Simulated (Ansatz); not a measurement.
# GePt: the cost of one run

Computed with Ansatz 0.2.0 (DFT PBE, scalar-relativistic, plane waves, PAW, unless a step's input says otherwise).

## (1) The system as given

It takes space group Fm-3m (No. 225, cubic). The conventional cell has a = 5.254 Å, b = 5.254 Å, c = 5.254 Å, α = 90.00°, β = 90.00°, γ = 90.00°. Ge (site symmetry m-3m) has 6 Pt at 2.63 Å in its first shell of neighbours. Pt (site symmetry m-3m) is surrounded by 6 Ge at 2.63 Å.

Structure file:

```
CELL_PARAMETERS angstrom
0.00000 2.62684 2.62684
2.62684 0.00000 2.62684
2.62684 2.62684 0.00000
ATOMIC_POSITIONS crystal
Ge 0.50000 0.50000 0.50000
Pt 0.00000 0.00000 0.00000
```

A structure generator made this guess: species swapped into a database cell of SmAs (Fm-3m, No. 225), with Ge on the Sm sites and Pt on the As sites. The dimensions are guesses.

## (2) Probe: one point on a coarse mesh

input.yaml

```yaml
crystal:
  lattice:
    - [0.0, 2.6268401, 2.6268401]
    - [2.6268401, 0.0, 2.6268401]
    - [2.6268401, 2.6268401, 0.0]
  atoms:
    - { symbol: Ge, position: [0.5, 0.5, 0.5] }
    - { symbol: Pt, position: [0.0, 0.0, 0.0] }
basis:
  ecutwfc: 420
kpoints:
  mp_grid: { grid: [6, 6, 6] }
hamiltonian:
  xc: pbe
scf:
  occupations: { method: gaussian, width: 0.1 }
  lower_state_search: "off"
output:
  forces: true
  stress: true
  eigenvalues: true
```

Started as:

```sh
$ ansatz run input.yaml --threads 1 --pin off --max-ram 2560MiB --backend cpu --events-out ev --progress --plain --runs-dir out
```

What time and memory should one allow on 1 thread of Intel Xeon at 2.50GHz (Skylake/Cascade Lake), shared host?

About 2.2 s, with a peak of 0.31 GiB.
